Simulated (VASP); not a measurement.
# C (Fm-3m) in VASP: single point with PBEsol

Aim: the single point of C with PBEsol.

Everything below comes from runs of VASP 6.6.1. Logs are shortened: lines on timing, memory, paths and dates and some standing lists are left out, and cuts for length are marked.

### Step 1. The cell of the first run

The structure is cubic, space group Fm-3m (No. 225). Conventional cell: a = 3.636 Å, b = 3.636 Å, c = 3.636 Å, α = 90.00°, β = 90.00°, γ = 90.00°. C (site symmetry m-3m) has 12 C at 2.57 Å as nearest neighbours.

This isn't the form of C at room conditions, which is graphite.

### Step 2. Single point, PBEsol (Pb replaced by C, lengths x 0.712, strained and moved within the space group)

INCAR reads:

```
  ALGO = Fast
  EDIFF = 1E-6
  ENCUT = 520
  GGA = PS
  ISIF = 2
  ISMEAR = 0
  LASPH = True
  LCHARG = True
  LELF = True
  LREAL = False
  LVHAR = True
  LWAVE = False
  NBANDS = 8
  NELM = 80
  PREC = Accurate
  SIGMA = 0.1
```

KPOINTS reads:

```
k-points
0
Gamma
  8 8 8
```

POSCAR reads:

```
C
1.0
    0.0000000000      1.8178945984      1.8178945984
    1.8178945984      0.0000000000      1.8178945984
    1.8178945984      1.8178945984      0.0000000000
C
1
Direct
    0.0000000000      0.0000000000      0.0000000000
```

Potentials or basis: VASP PAW PBE potentials, release 64 (C).

Launch:

```bash
cat potpaw_PBE.64/C/POTCAR > POTCAR
mpirun -np 1 vasp_std > vasp.out
```

OUTCAR:

```text
EDIFF = 1E-6
   ENCUT = 520
   GGA = PS
   ISIF = 2
   ISMEAR = 0
   LASPH = True
   LREAL = False
   NELM = 80
   PREC = Accurate

 ion  position               nearest neighbor table
   1  0.000  0.000  0.000-

  LATTYP: Found a face centered cubic cell.
 ALAT       =     3.6357891968

  Lattice vectors:

 A1 = (   0.0000000000,   1.8178945984,   1.8178945984)
 A2 = (   1.8178945984,   0.0000000000,   1.8178945984)
 A3 = (   1.8178945984,   1.8178945984,   0.0000000000)

Analysis of symmetry for initial positions (statically):
=====================================================================
 Subroutine PRICEL returns:
 Original cell was already a primitive cell.

 Routine SETGRP: Setting up the symmetry group for a
 face centered cubic supercell.

 Subroutine GETGRP returns: Found 48 space group operations
 (whereof 48 operations were pure point group operations)
 out of a pool of 48 trial point group operations.

The static configuration has the point symmetry O_h .

Analysis of symmetry for dynamics (positions and initial velocities):
=====================================================================
 Subroutine PRICEL returns:
 Original cell was already a primitive cell.

 Routine SETGRP: Setting up the symmetry group for a
 face centered cubic supercell.

 Subroutine GETGRP returns: Found 48 space group operations
 (whereof 48 operations were pure point group operations)
 out of a pool of 48 trial point group operations.

The dynamic configuration has the point symmetry O_h .

 Subroutine INISYM returns: Found 48 space group operations
 (whereof 48 operations are pure point group operations),
 and found     1 'primitive' translations

----------------------------------------------------------------------------------------

                                     Primitive cell

  volume of cell :      12.0153

  direct lattice vectors                    reciprocal lattice vectors
     0.000000000  1.817894598  1.817894598    -0.275043449  0.275043449  0.275043449
     1.817894598  0.000000000  1.817894598     0.275043449 -0.275043449  0.275043449
     1.817894598  1.817894598  0.000000000     0.275043449  0.275043449 -0.275043449

  length of vectors
     2.570891196  2.570891196  2.570891196     0.476389228  0.476389228  0.476389228

  position of ions in fractional coordinates (direct lattice)
     0.000000000  0.000000000  0.000000000

  ion indices of the primitive-cell ions
   primitive index   ion index
[... 76 lines left out ...]
   NSW    =      0    number of steps for IOM
   IBRION =     -1    ionic relax: 0-MD 1-quasi-New 2-CG
   NFREE  =      0    steps in history (QN), initial steepest desc. (CG)
   ISIF   =      2    stress and relaxation
   ISYM   =      2    0-nonsym 1-usesym 2-fastsym
   POTIM  = 0.5000    time-step for ionic-motion
   TEBEG  =    0.0;   TEEND  =   0.0 temperature during run
   PSTRESS=    0.0 pullay stress
   NELECT =       4.0000    total number of electrons
   NUPDOWN=      -1.0000    fix difference up-down
   EMIN   =  10.00;   EMAX   =-10.00  energy-range for DOS
   EFERMI =   0.00;   METHOD = LEGACY
   ISMEAR =     0;   SIGMA  =   0.10  broadening in eV -4-tet -1-fermi 0-gaus
   EFERMI_NEDOS =   21; number of points for ismear=-14 and -15
   IALGO  =     68    algorithm
   IMIX   =      4    mixing-type and parameters
     AMIX     =   0.40;   BMIX     =  1.00
     AMIX_MAG =   1.60;   BMIX_MAG =  1.00
  volume/ion in A,a.u.               =      12.02        81.08
  Fermi-wavevector in a.u.,A,eV,Ry     =   1.134617  2.144116 17.515552  1.287357
  Thomas-Fermi vector in A             =   2.271322
   LORBIT       =      0    0 simple, 1 ext, 2 COOP (PROOUT), +10 PAW based schemes
   GGA     = PS    functional components
   LHFCALC =     F    Hartree Fock is set to
   AEXX    =    0.0000 exact exchange contribution
   IVDW    =     0    specifies the selected vdW correction
   LEPSILON=     F    determine dielectric tensor
   LRPA    =     F    only Hartree local field effects (RPA)
 non-spin polarized calculation
 RMM-DIIS sequential band-by-band and
 Gauss-broadening in eV      SIGMA  =   0.10
  energy-cutoff  :      520.00
  volume of cell :       12.02
 maximum number of plane-waves:       332
   NGX =  9   NGY =  9   NGZ =  9

 number of electron       4.0000000 magnetization

 Free energy of the ion-electron system (eV)
  ---------------------------------------------------
  ext. energy  EPLUGINS =         0.00000000
  ---------------------------------------------------
  free energy    TOTEN  =        -4.39546619 eV

  energy without entropy =       -4.39274236  energy(sigma->0) =       -4.39410428

 E-fermi :   2.1072     XC(G=0): -10.5586

 val. band max:        2.0229250969   @ k =   0.3750   0.2500   0.0000
 cond. band min:       2.2001970195   @ k =  -0.3750   0.2500   0.0000
 fundamental gap:      0.1772719226
 Fermi energy:         2.1071968636

 k-point     1 :       0.0000    0.0000    0.0000
  band No.  band energies     occupation
      1     -11.3553      2.00000
      2       6.9766      0.00000
      3       6.9766      0.00000
      4       6.9766      0.00000
      5      20.9553      0.00000
      6      26.2891      0.00000
      7      26.2891      0.00000
      8      26.2891      0.00000
[... 243 lines left out ...]
 k-point    24 :      -0.3750    0.2500    0.1250
  band No.  band energies     occupation
      1      -5.2902      2.00000
      2      -1.5568      2.00000
      3       3.3608      0.00000
      4       4.9592      0.00000
      5      18.5946      0.00000
      6      21.2933      0.00000
      7      24.5229      0.00000
      8      27.0760      0.00000

 [... further k-points ...]

------------------------ aborting loop because EDIFF is reached ----------------------------------------

  FORCE on cell =-STRESS in cart. coord.  units (eV):
  Direction    XX          YY          ZZ          XY          YZ          ZX
  --------------------------------------------------------------------------------------
  -------------------------------------------------------------------------------------
  Total       -2.4714881     -2.4714881     -2.4714881      0.0000000      0.0000000     -0.0000000
  in kB     -329.5588817   -329.5588817   -329.5588817      0.0000000      0.0000000     -0.0000000
  external PRESSURE =    -329.5588817 kB  Pullay stress =       0.0000000 kB

 VOLUME and BASIS-vectors are now :
 -----------------------------------------------------------------------------
  energy-cutoff  :      520.00
  volume of cell :       12.02
      direct lattice vectors                 reciprocal lattice vectors
     0.000000000  1.817894598  1.817894598    -0.275043449  0.275043449  0.275043449
     1.817894598  0.000000000  1.817894598     0.275043449 -0.275043449  0.275043449
     1.817894598  1.817894598  0.000000000     0.275043449  0.275043449 -0.275043449

 POSITION                                       TOTAL-FORCE (eV/Angst)
 -----------------------------------------------------------------------------------
      0.00000      0.00000      0.00000         0.000000      0.000000      0.000000
 -----------------------------------------------------------------------------------
    total drift:                                0.000000     -0.000000     -0.000000

  FREE ENERGIE OF THE ION-ELECTRON SYSTEM (eV)
  ---------------------------------------------------
  free  energy   TOTEN  =        -4.3954661889 eV

  energy  without entropy=       -4.3927423645  energy(sigma->0) =       -4.39410428
```

OSZICAR:

```text
N       E                     dE             d eps       ncg     rms          rms(c)
DAV:   1    -0.219541452555E+01   -0.21954E+01   -0.19849E+03   464   0.448E+02
DAV:   2    -0.441819089845E+01   -0.22228E+01   -0.22219E+01   584   0.311E+01
DAV:   3    -0.443127239431E+01   -0.13081E-01   -0.13068E-01   536   0.276E+00
DAV:   4    -0.443128027764E+01   -0.78833E-05   -0.78834E-05   648   0.711E-02
DAV:   5    -0.443128028250E+01   -0.48607E-08   -0.47057E-08   528   0.133E-03    0.106E+00
RMM:   6    -0.440359816006E+01    0.27682E-01   -0.90081E-03   466   0.611E-01    0.524E-01
RMM:   7    -0.439537392131E+01    0.82242E-02   -0.11530E-02   475   0.733E-01    0.736E-02
RMM:   8    -0.439546502293E+01   -0.91102E-04   -0.41729E-04   483   0.186E-01    0.144E-02
RMM:   9    -0.439546646829E+01   -0.14454E-05   -0.44691E-05   495   0.551E-02    0.640E-03
RMM:  10    -0.439546618888E+01    0.27941E-06   -0.34187E-06   491   0.183E-02
   1 F= -.43954662E+01 E0= -.43941043E+01  d E =-.272382E-02
```

stdout:

```text
POSCAR found type information on POSCAR C
 POSCAR found :  1 types and       1 ions
 scaLAPACK will be used
 -----------------------------------------------------------------------------
|                                                                             |
|                                                                             |
|     You enforced a specific xc type in the INCAR file but a different       |
|     I HOPE YOU KNOW WHAT YOU ARE DOING!                                     |
|                                                                             |
 -----------------------------------------------------------------------------

 LDA part: xc-table for (Slater+PW92), standard interpolation
 POSCAR, INCAR and KPOINTS ok, starting setup
 FFT: planning ... GRIDC
 FFT: planning ... GRID_SOFT
 FFT: planning ... GRID
 WAVECAR not read
 entering main loop
```

Run time: 2.3 s. Hardware: 1 thread of Intel Xeon Platinum 8488C (Sapphire Rapids), shared host; peak memory 0.11 GiB.

Results:

| Property | Result |
| --- | --- |
| Free energy | -4.3955 eV |
| Pressure | -33.0 GPa |
| Band gap on the k mesh | none (metal or under the smearing width) |

Levels at points of the mesh, in eV from the Fermi level:
```
           k point  band 1  band 2  band 3  band 4  band 5
(0.00, 0.00, 0.00)  -13.46    4.87    4.87    4.87   18.85
(0.50, 0.00, 0.00)   -8.26   -4.73    3.93    3.93   17.45
(0.50, 0.50, 0.00)   -6.29   -3.60    1.75    1.75   12.01
```

Caveat: the k mesh is coarse (spacing up to 0.37 Å⁻¹), so the values aren't converged; the cell as given lies far from equilibrium; so large a pressure means that the cell lies far from this level's equilibrium, or that cutoff or potentials fall short; the potentials were made for another functional, which shifts forces and pressure.
